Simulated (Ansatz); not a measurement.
## BaTiO3: elastic constants from stress and strain

```
CELL_PARAMETERS angstrom
4.00730 0.00000 0.00000
0.00000 4.00730 0.00000
0.00000 0.00000 4.00730
ATOMIC_POSITIONS crystal
Ba 0.50000 0.50000 0.50000
Ti 0.00000 0.00000 0.00000
O 0.50000 0.00000 0.00000
O 0.00000 0.50000 0.00000
O 0.00000 0.00000 0.50000
```

Atom numbers follow the list: Ba1, Ti2, O3, O4, O5.

The cell is COD entry 1507757, as deposited and not checked against the literature; nothing was relaxed.

Spin–orbit coupling is left out, though it moves levels of the heavy atoms by tenths of an eV or more.

Method: DFT, PBE, all-electron LAPW, scalar-relativistic in Ansatz 0.2.0.

The runs use a Γ-centred 8×8×8 k mesh, Fermi–Dirac smearing of 0.05 eV, basis error target 1 meV/atom, no spin polarisation.

The unstrained cell is at 1.50 GPa. Large strains and very small stresses are left out. Each strain is applied once, with fractional coordinates held (clamped ions), and σ below is the change of stress, positive in tension. One finite strain gives stress–strain coefficients at this pressure with an error of the order of the strain times third-order constants, a few per cent for each per cent of strain.

Estimate the stiffness probed by this change, and the stress that it gives: equal xy, yz and zx engineering shear strains of -1 %.

σxy = -1.22 GPa and γxy = 2εxy = -0.0100, so C44 (clamped ions) = σxy/γxy = 122 GPa.

With equal xy, yz and zx engineering shear strains of +1 %, the run gives σxy = 1.21 GPa and γxy = 2εxy = 0.0100. Which stiffness follows?

C44 (clamped ions) = σxy/γxy = 121 GPa.
